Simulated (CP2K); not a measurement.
# SiO2 (I4_122) in CP2K: notebook

One crystal, SiO2, is run at these levels: LDA, PBEsol, r2SCAN; tasks: band structure.

All numbers are computed with CP2K 2026.2; they aren't measurements. Logs are shortened: lines on timing, memory, paths and dates and some standing lists are left out, and cuts for length are marked.

## Step 1: The structure

Symmetry: I4_122, No. 98, tetragonal system. Conventional cell: a = 5.676 Å, b = 5.676 Å, c = 11.320 Å, α = 90.00°, β = 90.00°, γ = 90.00°. Around Si (site symmetry 2) lie 4 O at 1.63 to 1.64 Å. Around O (site symmetry 2) lie 2 Si at 1.63 Å. O (site symmetry 2) has 2 Si at 1.64 Å as nearest neighbours.

The cell comes from a database or a generator and needn't be the stable form of this composition.

## Step 2: Band structure, LDA

The input, sio2_bands.inp:

```
&GLOBAL
  PROJECT sio2_bands
  RUN_TYPE ENERGY_FORCE
  PRINT_LEVEL LOW
&END GLOBAL
&FORCE_EVAL
  METHOD QS
  STRESS_TENSOR ANALYTICAL
  &DFT
    BASIS_SET_FILE_NAME BASIS_MOLOPT_UZH
    POTENTIAL_FILE_NAME POTENTIAL_UZH
    &MGRID
      CUTOFF 850
      REL_CUTOFF 60
      NGRIDS 4
    &END MGRID
    &QS
      METHOD GPW
      EPS_DEFAULT 1.0E-9
    &END QS
    &KPOINTS
      SCHEME MONKHORST-PACK 5 5 5
      GAMMA_CENTERED T
      SYMMETRY T
      SYMMETRY_BACKEND SPGLIB
    &END KPOINTS
    &SCF
      SCF_GUESS ATOMIC
      EPS_SCF 1.0E-6
      MAX_SCF 100
      ADDED_MOS 30
      CHOLESKY OFF
      EPS_EIGVAL 1.0E-7
      &DIAGONALIZATION ON
        ALGORITHM STANDARD
      &END DIAGONALIZATION
      &MIXING ON
        METHOD BROYDEN_MIXING
        ALPHA 0.4
        BETA 1.5
        NBUFFER 8
      &END MIXING
      &SMEAR ON
        METHOD FERMI_DIRAC
        ELECTRONIC_TEMPERATURE [K] 580.226
      &END SMEAR
    &END SCF
    &XC
      &XC_FUNCTIONAL
        &LDA_X
        &END LDA_X
        &LDA_C_PW
        &END LDA_C_PW
      &END XC_FUNCTIONAL
    &END XC
    &PRINT
      &KPOINTS ON
      &END KPOINTS
      &MULLIKEN ON
      &END MULLIKEN
      &MO ON
        ENERGIES T
        OCCUPATION_NUMBERS T
        &EACH
          QS_SCF 0
        &END EACH
        ADD_LAST NUMERIC
      &END MO
      &BAND_STRUCTURE
        FILE_NAME bands.bs
        ADDED_MOS 2
        &KPOINT_SET
          UNITS B_VECTOR
          NPOINTS 10
          SPECIAL_POINT GAMMA 0.00000000 0.00000000 0.00000000
          SPECIAL_POINT X 0.00000000 0.00000000 0.50000000
          SPECIAL_POINT Y -0.12568935 0.12568935 0.50000000
          SPECIAL_POINT S -0.31284467 0.31284467 0.31284467
          SPECIAL_POINT GAMMA 0.00000000 0.00000000 0.00000000
          SPECIAL_POINT Z 0.50000000 0.50000000 -0.50000000
          SPECIAL_POINT S1 0.31284467 0.68715533 -0.31284467
          SPECIAL_POINT N 0.00000000 0.50000000 0.00000000
          SPECIAL_POINT P 0.25000000 0.25000000 0.25000000
          SPECIAL_POINT Y1 0.50000000 0.50000000 -0.12568935
          SPECIAL_POINT Z 0.50000000 0.50000000 -0.50000000
        &END KPOINT_SET
        &KPOINT_SET
          UNITS B_VECTOR
          NPOINTS 10
          SPECIAL_POINT X 0.00000000 0.00000000 0.50000000
          SPECIAL_POINT P 0.25000000 0.25000000 0.25000000
        &END KPOINT_SET
      &END BAND_STRUCTURE
    &END PRINT
  &END DFT
  &SUBSYS
    &CELL
      A 6.9386819614 0.0000000000 0.0000000000
      B 2.2959183338 6.5478291338 0.0000000000
      C -4.6173001476 -3.2739145669 4.0133938402
      PERIODIC XYZ
    &END CELL
    &COORD
      SCALED
      Si  0.8750000000 0.2636180000 0.8886180000
      Si  0.0136180000 0.6250000000 0.8886180000
      Si  0.7363820000 0.1250000000 0.1113820000
      Si  0.3750000000 0.9863820000 0.1113820000
      O   0.6337270000 0.1337270000 0.5000000000
      O   0.4678770000 0.9678770000 0.9357540000
      O   0.0321230000 0.5321230000 0.0642460000
      O   0.1162730000 0.1162730000 0.0000000000
      O   0.8837270000 0.8837270000 0.0000000000
      O   0.8662730000 0.3662730000 0.5000000000
      O   0.2821230000 0.7178770000 0.0000000000
      O   0.7178770000 0.2821230000 0.0000000000
    &END COORD
    &KIND Si
      BASIS_SET DZVP-MOLOPT-PBE-GTH-q4
      POTENTIAL GTH-PBE-q4
    &END KIND
    &KIND O
      BASIS_SET DZVP-MOLOPT-PBE-GTH-q6
      POTENTIAL GTH-PBE-q6
    &END KIND
    &PRINT
      &ATOMIC_COORDINATES ON
      &END ATOMIC_COORDINATES
      &CELL ON
      &END CELL
      &SYMMETRY ON
      &END SYMMETRY
    &END PRINT
  &END SUBSYS
  &PRINT
    &FORCES ON
    &END FORCES
    &STRESS_TENSOR ON
    &END STRESS_TENSOR
  &END PRINT
&END FORCE_EVAL
```

Potentials or basis: POTENTIAL_UZH Si GTH-PBE-q4, O GTH-PBE-q6; DZVP-MOLOPT-PBE-GTH basis.

Launch:

```sh
$ OMP_NUM_THREADS=1 mpirun -n 2 cp2k.psmp -i sio2_bands.inp -o sio2_bands.out
```

sio2_bands.out:

```text

 CP2K| version string:                                       CP2K version 2026.2
 CP2K| Input file name                                            sio2_bands.inp

 GLOBAL| Force Environment number                                              1
 GLOBAL| Basis set file name                                    BASIS_MOLOPT_UZH
 GLOBAL| Potential file name                                       POTENTIAL_UZH
 GLOBAL| MM Potential file name                                     MM_POTENTIAL
 GLOBAL| Coordinate file name                                      __STD_INPUT__
 GLOBAL| Method name                                                        CP2K
 GLOBAL| Project name                                                 sio2_bands
 GLOBAL| Run type                                                   ENERGY_FORCE
 GLOBAL| FFT library                                                       FFTW3
 GLOBAL| Diagonalization library                                       ScaLAPACK
 GLOBAL| Cholesky decomposition library                                ScaLAPACK
 GLOBAL| DGEMM library                                                      BLAS
 GLOBAL| Direct generalized diagonalization requested                          F
 GLOBAL| Matrix multiplication library                                 ScaLAPACK
 GLOBAL| Global print level                                                  LOW
 GLOBAL| Total number of message passing processes                             2
 GLOBAL| Number of threads for this process                                    1
 GLOBAL| CPU model name                                                  UNKNOWN

 CELL| Volume [angstrom^3]:                                           182.341742
 CELL| Vector a [angstrom]:       6.939     0.000     0.000   |a| =     6.938682
 CELL| Vector b [angstrom]:       2.296     6.548     0.000   |b| =     6.938682
 CELL| Vector c [angstrom]:      -4.617    -3.274     4.013   |c| =     6.938682
 CELL| Angle (b,c), alpha [degree]:                                   131.716351
 CELL| Angle (a,c), beta  [degree]:                                   131.716351
 CELL| Angle (a,b), gamma [degree]:                                    70.677390
 CELL| Numerically orthorhombic:                                              NO
 CELL| Periodicity                                                           XYZ

 CELL_REF| Volume [angstrom^3]:                                       182.341742
 CELL_REF| Vector a [angstrom     6.939     0.000     0.000   |a| =     6.938682
 CELL_REF| Vector b [angstrom     2.296     6.548     0.000   |b| =     6.938682
 CELL_REF| Vector c [angstrom    -4.617    -3.274     4.013   |c| =     6.938682
 CELL_REF| Angle (b,c), alpha [degree]:                               131.716351
 CELL_REF| Angle (a,c), beta  [degree]:                               131.716351
 CELL_REF| Angle (a,b), gamma [degree]:                                70.677390
 CELL_REF| Numerically orthorhombic:                                          NO
 CELL_REF| Periodicity                                                       XYZ

[... 8 lines left out ...]
 TOTAL NUMBERS AND MAXIMUM NUMBERS

  Total number of            - Atomic kinds:                                   2
                             - Atoms:                                         12
                             - Shell sets:                                    12
                             - Shells:                                        60
                             - Primitive Cartesian functions:                 56
                             - Cartesian basis functions:                    168
                             - Spherical basis functions:                    156

  Maximum angular momentum of- Orbital basis functions:                        2
                             - Local part of the GTH pseudopotential:          2
                             - Non-local part of the GTH pseudopotential:      2

 MODULE QUICKSTEP: ATOMIC COORDINATES IN ANGSTROM

[... 31 lines left out ...]
       1     Si       1          2.970694                              1.029306
       2     Si       1          2.970694                              1.029306
       3     Si       1          2.970695                              1.029305
       4     Si       1          2.970694                              1.029306
       5     O        2          6.502984                             -0.502984
       6     O        2          6.526323                             -0.526323
       7     O        2          6.526323                             -0.526323
       8     O        2          6.502985                             -0.502985
       9     O        2          6.502984                             -0.502984
      10     O        2          6.502983                             -0.502983
      11     O        2          6.526321                             -0.526321
      12     O        2          6.526321                             -0.526321
 # Total charge                             64.000000                  0.000000

 !-----------------------------------------------------------------------------!

 KPOINTS| Band Structure Calculation
 KPOINTS| Number of k-point sets                                               2
 KPOINTS| Number of added MOs/bands                                            2
 KPOINTS| Number of k-points in set    1                                     101
 KPOINTS| In units of b-vector [2pi/Bohr]
 KPOINTS| Special point     1       GAMMA     0.000000     0.000000     0.000000
 KPOINTS| Special point     2           X     0.000000     0.000000     0.500000
 KPOINTS| Special point     3           Y    -0.125689     0.125689     0.500000
 KPOINTS| Special point     4           S    -0.312845     0.312845     0.312845
 KPOINTS| Special point     5       GAMMA     0.000000     0.000000     0.000000
 KPOINTS| Special point     6           Z     0.500000     0.500000    -0.500000
 KPOINTS| Special point     7          S1     0.312845     0.687155    -0.312845
 KPOINTS| Special point     8           N     0.000000     0.500000     0.000000
 KPOINTS| Special point     9           P     0.250000     0.250000     0.250000
 KPOINTS| Special point    10          Y1     0.500000     0.500000    -0.125689
 KPOINTS| Special point    11           Z     0.500000     0.500000    -0.500000
 KPOINTS| Number of k-points in set    2                                      11
 KPOINTS| In units of b-vector [2pi/Bohr]
 KPOINTS| Special point     1           X     0.000000     0.000000     0.500000
 KPOINTS| Special point     2           P     0.250000     0.250000     0.250000

 ENERGY| Total FORCE_EVAL ( QS ) energy [hartree]           -144.033411026178271

 FORCES| Atomic forces [hartree/bohr]
 FORCES|   Atom     x               y               z               |f|
 FORCES|      1 -1.61009147E-04  2.26970221E-04  2.78335297E-04   3.93586032E-04
 FORCES|      2  1.61056820E-04 -2.26987993E-04  2.78404550E-04   3.93664758E-04
 FORCES|      3 -1.60947643E-04  2.27073292E-04 -2.78409067E-04   3.93672494E-04
 FORCES|      4  1.60943925E-04 -2.27025443E-04 -2.78364286E-04   3.93611705E-04
 FORCES|      5  1.68083459E-03  1.19181255E-03  1.06882619E-08   2.06049073E-03
 FORCES|      6  1.09525845E-08  5.06318105E-09 -3.53213804E-04   3.53213804E-04
 FORCES|      7  1.12941591E-09  2.00028938E-08  3.53221234E-04   3.53221234E-04
 FORCES|      8 -1.69930932E-03 -1.20490573E-03  7.39189523E-09   2.08313465E-03
 FORCES|      9  1.69927529E-03  1.20486796E-03  1.82789380E-09   2.08308504E-03
 FORCES|     10 -1.68085151E-03 -1.19183358E-03  1.22678687E-08   2.06051670E-03
 FORCES|     11  1.74224557E-04 -2.45681944E-04 -8.19193627E-09   3.01187341E-04
 FORCES|     12 -1.74229640E-04  2.45685631E-04  2.09396118E-09   3.01193287E-04
 FORCES| Sum     3.47551415E-12  2.81785266E-11  2.75491734E-12
 FORCES| Total atomic force                                       2.85253944E-11

 STRESS| Analytical stress tensor [bar]
 STRESS|                        x                   y                   z
 STRESS|      x       -1.29573904947E+04  -4.70449401953E+03   2.17989098709E-02
 STRESS|      y       -4.70449401953E+03  -9.65823256001E+03  -9.79642349537E-03
 STRESS|      z        2.17989098709E-02  -9.79642349537E-03  -6.32176098273E+03
 STRESS| 1/3 Trace                                            -9.64579467916E+03
 STRESS| Determinant                                          -6.51224997813E+11

 STRESS| Eigenvectors and eigenvalues of the analytical stress tensor [bar]
 STRESS|                        1                   2                   3
 STRESS| Eigenvalues  -1.62931274401E+04  -6.32249619188E+03  -6.32176040551E+03
 STRESS|      x           0.815747371986     -0.578181411344      0.016201255322
 STRESS|      y           0.578408354968      0.815427365143     -0.022847036576
 STRESS|      z          -0.000001215086      0.028008351484      0.999607689169
```

Run time: 62 s. Hardware: 2 MPI ranks of Arm Neoverse V1, shared host.

What came out:

| Item | Value |
| --- | --- |
| Free energy | -3919.3484 eV |
| Pressure | -1.0 GPa |
| Largest force | 0.107 eV/Å |
| Band gap along the path | 5.14 eV, direct |
| Mulliken charges | Si +1.03; O -0.50, -0.53 e |

Forces on the atoms (eV/Å):
```
Si  -0.008  0.012  0.014
Si   0.008 -0.012  0.014
Si  -0.008  0.012 -0.014
Si   0.008 -0.012 -0.014
O    0.086  0.061  0.000
O    0.000  0.000 -0.018
O    0.000  0.000  0.018
O   -0.087 -0.062  0.000
O    0.087  0.062  0.000
O   -0.086 -0.061  0.000
O    0.009 -0.013  0.000
O   -0.009  0.013  0.000
```

Levels at the corners of the path, in eV from the valence-band top:
```
point  band 30  band 31  band 32  band 33  band 34  band 35
    Γ    -0.66    -0.24     0.00     5.14     7.04     7.21
    X    -1.12    -0.43    -0.07     6.78     8.10     8.68
    Y    -0.87    -0.44    -0.12     6.93     7.92     8.07
    S    -0.53    -0.50    -0.29     6.68     7.12     7.41
    Γ    -0.66    -0.24     0.00     5.14     7.04     7.21
    Z    -0.46    -0.44    -0.44     6.44     6.44     7.78
   S1    -0.53    -0.50    -0.29     6.68     7.12     7.41
    N    -0.51    -0.47    -0.28     6.54     7.01     7.49
    P    -1.17    -0.22    -0.22     7.45     7.45     8.42
   Y1    -0.87    -0.44    -0.12     6.93     7.92     8.07
    Z    -0.46    -0.44    -0.44     6.44     6.44     7.78
    X    -1.12    -0.43    -0.07     6.78     8.10     8.68
    P    -1.17    -0.22    -0.22     7.45     7.45     8.42
```

Caveat: Mulliken charges move with the basis; the potentials were made for another functional, which shifts forces and pressure; the basis of atomic orbitals isn't converged, which shifts pressures, moduli and gaps.

## Step 3: Band structure, PBEsol

Changes to sio2_bands.inp since step 2:

```diff
@@ -49,6 +49,6 @@
       &XC_FUNCTIONAL
-        &LDA_X
-        &END LDA_X
-        &LDA_C_PW
-        &END LDA_C_PW
+        &GGA_X_PBE_SOL
+        &END GGA_X_PBE_SOL
+        &GGA_C_PBE_SOL
+        &END GGA_C_PBE_SOL
       &END XC_FUNCTIONAL
```

Potentials or basis: POTENTIAL_UZH Si GTH-PBE-q4, O GTH-PBE-q6; DZVP-MOLOPT-PBE-GTH basis.

Launch:

```sh
$ OMP_NUM_THREADS=1 mpirun -n 2 cp2k.psmp -i sio2_bands.inp -o sio2_bands.out
```

Wall time 71 s (2 MPI ranks of Arm Neoverse V1, shared host).

Results (log left out):

| Item | Value |
| --- | --- |
| Free energy | -3921.9876 eV |
| Pressure | -0.4 GPa |
| Largest force | 0.068 eV/Å |
| Band gap along the path | 5.26 eV, direct |
| Mulliken charges | Si +1.04; O -0.51, -0.53 e |

Forces on the atoms (eV/Å):
```
Si   0.006 -0.008 -0.010
Si  -0.006  0.008 -0.010
Si   0.006 -0.008  0.010
Si  -0.006  0.008  0.010
O    0.053  0.038  0.000
O    0.000  0.000 -0.038
O    0.000  0.000  0.038
O   -0.055 -0.039  0.000
O    0.055  0.039  0.000
O   -0.053 -0.038  0.000
O    0.021 -0.029  0.000
O   -0.021  0.029  0.000
```

Stress tensor (GPa, compression positive):
```
-0.72 -0.44  0.00
-0.44 -0.41  0.00
 0.00  0.00 -0.09
```

Levels at the corners of the path, in eV from the valence-band top:
| point | band 30 | band 31 | band 32 | band 33 | band 34 | band 35 |
| --- | --- | --- | --- | --- | --- | --- |
| Γ | -0.66 | -0.24 | 0.00 | 5.26 | 7.06 | 7.25 |
| X | -1.11 | -0.42 | -0.07 | 6.83 | 8.36 | 8.88 |
| Y | -0.86 | -0.43 | -0.12 | 6.98 | 8.08 | 8.20 |
| S | -0.52 | -0.49 | -0.29 | 6.76 | 7.22 | 7.61 |
| Γ | -0.66 | -0.24 | 0.00 | 5.26 | 7.06 | 7.25 |
| Z | -0.46 | -0.43 | -0.43 | 6.58 | 6.58 | 7.92 |
| S1 | -0.52 | -0.49 | -0.29 | 6.76 | 7.22 | 7.61 |
| N | -0.51 | -0.46 | -0.28 | 6.63 | 7.21 | 7.54 |
| P | -1.16 | -0.22 | -0.22 | 7.51 | 7.51 | 8.63 |
| Y1 | -0.86 | -0.43 | -0.12 | 6.98 | 8.08 | 8.20 |
| Z | -0.46 | -0.43 | -0.43 | 6.58 | 6.58 | 7.92 |
| X | -1.11 | -0.42 | -0.07 | 6.83 | 8.36 | 8.88 |
| P | -1.16 | -0.22 | -0.22 | 7.51 | 7.51 | 8.63 |

Caveat: Mulliken charges move with the basis; the potentials were made for another functional, which shifts forces and pressure; the basis of atomic orbitals isn't converged, which shifts pressures, moduli and gaps.

## Step 4: Band structure, r2SCAN

Changes to sio2_bands.inp since step 3:

```diff
@@ -49,6 +49,6 @@
       &XC_FUNCTIONAL
-        &GGA_X_PBE_SOL
-        &END GGA_X_PBE_SOL
-        &GGA_C_PBE_SOL
-        &END GGA_C_PBE_SOL
+        &MGGA_X_R2SCAN
+        &END MGGA_X_R2SCAN
+        &MGGA_C_R2SCAN
+        &END MGGA_C_R2SCAN
       &END XC_FUNCTIONAL
```

Launch:

```sh
$ OMP_NUM_THREADS=1 mpirun -n 2 cp2k.psmp -i sio2_bands.inp -o sio2_bands.out
```

Run time: 2.3 min. Hardware: 2 MPI ranks of Arm Neoverse V1, shared host.

Results (log left out):

```
Free energy             : -3931.8918 eV
Pressure                : -3.3 GPa
Largest force           : 0.218 eV/Å
Band gap along the path : 5.86 eV, direct
Mulliken charges        : Si +1.34; O -0.68, -0.66 e
```

Forces on the atoms (eV/Å):
```
Si   0.016 -0.023 -0.028
Si  -0.016  0.023 -0.028
Si   0.016 -0.023  0.028
Si  -0.016  0.023  0.028
O    0.021  0.015  0.000
O    0.000  0.000  0.218
O    0.000  0.000 -0.218
O   -0.061 -0.043  0.000
O    0.061  0.043  0.000
O   -0.021 -0.015  0.000
O   -0.098  0.138  0.000
O    0.098 -0.138  0.000
```

Stress tensor (GPa, compression positive):
```
-3.66 -0.53  0.00
-0.53 -3.29  0.00
 0.00  0.00 -2.90
```

Levels at the corners of the path, in eV from the valence-band top:
| point | band 30 | band 31 | band 32 | band 33 | band 34 | band 35 |
| --- | --- | --- | --- | --- | --- | --- |
| Γ | -0.66 | -0.23 | 0.00 | 5.86 | 7.95 | 8.20 |
| X | -1.11 | -0.42 | -0.06 | 7.63 | 9.02 | 9.62 |
| Y | -0.86 | -0.43 | -0.12 | 7.78 | 8.79 | 8.93 |
| S | -0.53 | -0.49 | -0.29 | 7.49 | 8.00 | 8.26 |
| Γ | -0.66 | -0.23 | 0.00 | 5.86 | 7.95 | 8.20 |
| Z | -0.46 | -0.43 | -0.43 | 7.24 | 7.24 | 8.78 |
| S1 | -0.53 | -0.49 | -0.29 | 7.49 | 8.00 | 8.26 |
| N | -0.51 | -0.45 | -0.27 | 7.33 | 7.85 | 8.46 |
| P | -1.15 | -0.21 | -0.21 | 8.32 | 8.32 | 9.32 |
| Y1 | -0.86 | -0.43 | -0.12 | 7.78 | 8.79 | 8.93 |
| Z | -0.46 | -0.43 | -0.43 | 7.24 | 7.24 | 8.78 |
| X | -1.11 | -0.42 | -0.06 | 7.63 | 9.02 | 9.62 |
| P | -1.15 | -0.21 | -0.21 | 8.32 | 8.32 | 9.32 |

Caveat: Mulliken charges move with the basis; the potentials were made for another functional, which shifts forces and pressure; the basis of atomic orbitals isn't converged, which shifts pressures, moduli and gaps.

## Step 5: Summary

```csv
level,pressure (GPa),largest force (eV/Å)
LDA,-1.0,0.11
PBEsol,-0.4,0.07
r2SCAN,-3.3,0.22
```

Alike in all rows: task band structure; potentials or basis POTENTIAL_UZH Si GTH-PBE-q4, O GTH-PBE-q6; DZVP-MOLOPT-PBE-GTH basis; no spin polarisation; cell as given; k mesh 5 × 5 × 5; smearing fermi-dirac 0.05 eV.

Caveats: the potentials were made for another functional, which shifts forces and pressure; the basis of atomic orbitals isn't converged, which shifts pressures, moduli and gaps.

Total energies depend on the potentials used, so only differences within one code and one set of settings carry meaning.
